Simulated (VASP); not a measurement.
Crystal: MgH2.

```
Mg H
1.0
     0.00000    2.38107    2.38107
     2.38107    0.00000    2.38107
     2.38107    2.38107    0.00000
Mg H
1 2
Direct
  0.00000 0.00000 0.00000
  0.25000 0.25000 0.25000
  0.75000 0.75000 0.75000
```

Measurements of this composition are mostly on another form, of space group No. 136.

| Item | Value |
| --- | --- |
| Program | VASP 6.6.1 |
| Task | single point |
| Functional | PBE |
| Potentials or basis | VASP PAW PBE potentials, release 64 (Mg, H) |
| Cutoff | 520 eV |
| k mesh | 10 × 10 × 10 |
| Occupations | fermi-dirac, width 0.05 eV |
| Spin | no spin polarisation |

On this cell: pressure -0.5 GPa; largest force zero by symmetry; band gap on the k mesh none (metal or under the smearing width).

The same run follows on a disturbed copy (atoms moved at random, drawn with an rms of 0.05 Å):

```xyz
3
Lattice="0.0000 2.3811 2.3811 2.3811 0.0000 2.3811 2.3811 2.3811 0.0000" Properties=species:S:1:pos:R:3 pbc="T T T"
Mg    0.0707    0.0243   -0.0302
H     1.1114    1.1605    1.2004
H     3.6140    3.5842    3.6283
```

**Question.** What changes?

**Answer.** The energy (extrapolated to zero smearing) moves by +13.2 meV/atom; pressure 0.0 GPa; largest force 0.424 eV/Å; band gap on the k mesh none (metal or under the smearing width).

Forces on the atoms (eV/Å):
```
Mg  -0.262 -0.085  0.145
H    0.403  0.117  0.060
H   -0.141 -0.032 -0.206
```

Stress tensor (GPa, compression positive):
```
 0.05  0.39 -0.15
 0.39  0.02  0.50
-0.15  0.50  0.00
```
